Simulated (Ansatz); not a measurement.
Born–Oppenheimer molecular dynamics of a periodic cell of 28 atoms, Ca (surface Ca(111), adsorbate Ca). It starts from a relaxed structure.

Level of theory: DFT PBEsol, scalar-relativistic, plane waves, PAW in Ansatz 0.2.0. Settings: accuracy low, cutoff 420 eV, k mesh 1x1x1, fermi-dirac smearing 0.05 eV, no spin polarisation.

```yaml
ensemble: NVT, Nosé–Hoover chain
time_step: 2 fs
steps_asked: 300
set_temperature: 300 K
thermostat: time constant 200 fs, chain length 1
atoms_held: 1 to 9
seed: 951370
```

First frame:

```xyz
28
Lattice="11.8370 0.0000 0.0000 5.9185 10.2511 0.0000 0.0000 0.0000 19.4432" Properties=species:S:1:pos:R:3
Ca 1.973 1.139 1.000
Ca 5.918 1.139 1.000
Ca 9.864 1.139 1.000
Ca 3.946 4.556 1.000
Ca 7.891 4.556 1.000
Ca 11.837 4.556 1.000
Ca 5.918 7.973 1.000
Ca 9.864 7.973 1.000
Ca 13.810 7.973 1.000
Ca 0.007 2.280 4.100
Ca 3.938 2.280 4.100
Ca 7.891 2.295 4.027
Ca 1.973 5.678 3.959
Ca 5.943 5.679 4.006
Ca 9.839 5.678 4.005
Ca 3.960 9.127 3.971
Ca 7.891 9.115 4.096
Ca 11.823 9.127 3.970
Ca -0.040 -0.023 7.200
Ca 3.986 -0.023 7.201
Ca 7.891 -0.012 6.954
Ca 1.973 3.485 7.221
Ca 5.928 3.422 7.144
Ca 9.854 3.422 7.144
Ca 3.954 6.830 6.892
Ca 7.891 6.820 7.136
Ca 11.828 6.830 6.890
Ca 13.807 7.826 9.835
```

Problem. What does the run give?

Solution. All steps were run.

```json
{
  "steps done": "300",
  "time covered": "600 fs",
  "mean temperature over the second half": "376 K",
  "spread of the potential energy over the second half": "6.4 meV per atom",
  "mean potential energy of the second half above the start": "30.2 meV per atom"
}
```

The conserved energy stayed within 0.015 meV per atom of its start (net change 0.013 meV per atom), so the integration is sound. The mean temperature of the second half is 25 % above the set value. A run of 0.6 ps of so small a system gives no equilibrium averages. Limits of this set-up: coarse k mesh, thin slab, slab without dipole correction, low accuracy level.

Problem. What happens to the structure?

Solution. Mean squared displacements from the first frame to the last: Ca 0.69 Å². The details hang on the random start.

Problem. How do temperature and energy run in time?

Solution. 
```
time (fs)  T (K)  potential energy less start (eV)  conserved less start (meV/atom)
      0.0    300                             0.000                             0.00
     20.0    255                             0.111                             0.00
     40.0    156                             0.355                             0.01
     60.0     87                             0.529                             0.01
     80.0     94                             0.517                             0.01
    100.0    147                             0.398                             0.00
    120.0    187                             0.322                             0.00
    140.0    186                             0.351                             0.00
    160.0    169                             0.421                             0.01
    180.0    174                             0.440                             0.01
    200.0    212                             0.385                             0.01
    220.0    261                             0.318                             0.00
    240.0    285                             0.319                             0.00
    260.0    274                             0.412                             0.01
    280.0    247                             0.538                             0.01
    300.0    239                             0.614                             0.01
    320.0    266                             0.610                             0.01
    340.0    313                             0.568                             0.01
    360.0    348                             0.568                             0.01
    380.0    355                             0.636                             0.01
    400.0    351                             0.731                             0.01
    420.0    337                             0.843                             0.01
    440.0    319                             0.962                             0.01
    460.0    331                             1.002                             0.01
    480.0    374                             0.970                             0.01
    500.0    404                             0.977                             0.01
    520.0    412                             1.031                             0.01
    540.0    435                             1.046                             0.01
    560.0    478                             1.005                             0.01
    580.0    521                             0.955                             0.01
    600.0    549                             0.930                             0.01
```

Run time: 7.1 min on 4 threads of AMD EPYC 9R45 (Zen 5), with other jobs on the host, peak memory 1.9 GiB.
